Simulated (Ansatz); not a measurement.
# ⁹⁵Mo NMR of the central transition in Te₂Mo

Cell: a computed structure from the Materials Project (it need not be an observed phase), taken as it stands; its layers are parted by 13 Å of empty space, so it stands for a thin sheet, not for a bulk crystal.

Space group P-3m1 (No. 164); a = 3.5614, c = 38.9903 Å, γ = 120.00°.

| site | Wyckoff | site symmetry | x | y | z |
| --- | --- | --- | --- | --- | --- |
| Te1 | 2d | 3m. | 0.3333 | 0.6667 | 0.8599 |
| Te2 | 2d | 3m. | 0.3333 | 0.6667 | 0.2364 |
| Te3 | 2d | 3m. | 0.6667 | 0.3333 | 0.6718 |
| Te4 | 2d | 3m. | 0.6667 | 0.3333 | 0.0482 |
| Mo9 | 2d | 3m. | 0.3333 | 0.6667 | 0.7177 |
| Mo10 | 2d | 3m. | 0.3333 | 0.6667 | 0.0941 |

One atom of each set is listed.

Computed with Ansatz: DFT, PBE, plane waves and PAW (field gradients read without the response of the frozen cores, which leaves them typically 4 to 6 % off), with spin–orbit coupling, 420 eV cutoff, Γ-centred 10×10×1 k-points, Fermi–Dirac smearing 0.05 eV.

⁹⁵Mo has I = 5/2 and Q = -22.00 mb (Pyykkö 2018); at 14.1 T its Larmor frequency is ν₀ = 39.3 MHz (from the bare nuclear moment; shielding lowers the observed one by a per cent or two). Only the quadrupole interaction is simulated: positions count from each site's isotropic chemical shift, and shift anisotropy, dipolar and J coupling are left out.

Task: Give C_Q, η, the quadrupolar product P_Q = |C_Q|(1 + η²/3)^½, the second-order isotropic shift and the breadth of the pattern (static powder) for each Mo site.

Result: 

| site | first shell | C_Q (MHz) | η | P_Q (MHz) | δ_QIS (ppm) | breadth (kHz) |
| --- | --- | --- | --- | --- | --- | --- |
| Mo9 | 6 Te at 2.73 Å | 3.94 | 0.00 | 3.94 | -60.3 | 12.3 |
| Mo10 | 6 Te at 2.73 Å | 3.93 | 0.00 | 3.93 | -60.1 | 12.3 |

δ_QIS = −(ν_Q²/30ν₀²)[I(I+1) − 3/4](1 + η²/3) × 10⁶ ppm with ν_Q = 3|C_Q|/[2I(2I−1)]; it falls as 1/B₀² in ppm, and the breadth as 1/B₀ in kHz.

An axis of threefold or higher order runs through Mo9 and Mo10, so V_zz lies along it and η is zero.

The run took 6 min of wall time (6 min of CPU time) and 2.5 GiB at its peak, on 1 thread of AMD EPYC 9R14 (Zen 4) (x86_64; 16 cores open to the job, memory cap 3.0 GiB, no GPU), a shared host with a load of 0.2 a core.
